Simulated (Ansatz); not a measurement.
Runs of Ansatz 0.2.0 on C. Symmetry: P6_3/mmc, No. 194, hexagonal system. Conventional cell: a = 2.522 Å, b = 2.522 Å, c = 8.237 Å, α = 90.00°, β = 90.00°, γ = 120.00°. Around C (site symmetry 3m) lie 4 C at 1.54 Å. C (site symmetry 3m) has 4 C at 1.54 Å as nearest neighbours. This is a hexagonal form of diamond, not graphite.

```tsv
task	level	potentials or basis	cell	cutoff (eV)	smearing	points for each segment of the path	gap on the mesh (eV)	pressure (GPa)	V0 of scaled cells (Å³/atom)	relaxed volume (Å³/atom)	B0 (GPa)	largest force (eV/Å)
band structure	r2SCAN	Ansatz PAW	as given	500	fermi-dirac 0.05 eV	10	4.64	-1.9	-	-	-	0.36
relaxation of cell and atoms	RPBE+D3(BJ)	Ansatz PAW	relaxed	420	fermi-dirac 0.05 eV	-	4.60	0.0	-	5.54	-	-
single point	PBE	Ansatz PAW	as given	420	gaussian 0.013 eV	-	4.42	2.3	-	-	-	0.33
single point	PBE	Ansatz PAW	as given	420	gaussian 0.011 eV	-	4.42	2.3	-	-	-	0.33
equation of state	PBE	Ansatz PAW accurate	as given	800	fermi-dirac 0.05 eV	-	-	-	(b)	-	434	-
band structure	PBE	Ansatz PAW	as given	420	fermi-dirac 0.05 eV	10	4.42	2.3	-	-	-	0.33
equation of state	RPBE+D3(BJ)	Ansatz PAW	as given	420	fermi-dirac 0.05 eV	-	-	-	5.54	-	(c)	-
relaxation of cell and atoms	PBE	Ansatz PAW	relaxed	420	fermi-dirac 0.05 eV	-	4.54	0.0	-	(a)	-	-
```

Alike in all rows: no spin polarisation; k mesh 12 × 12 × 4.

Question: Fill in the values left out.

Answer: (a) 5.70; (b) 5.70; (c) 453.

Caveats: the PAW data sets come from PBE, with cores solved anew for the run's functional, which leaves a small shift of forces and pressure (some runs); the plane-wave basis is chosen anew once the cell has moved, so the energies of steps on either side of that aren't comparable (some runs); the cell was scaled at fixed shape and fractional positions, which overstates the stiffness of a crystal with free parameters, most of all of layers and chains (some runs); the potentials were made for another functional, which shifts forces and pressure (some runs).

A k mesh can miss the band edges.
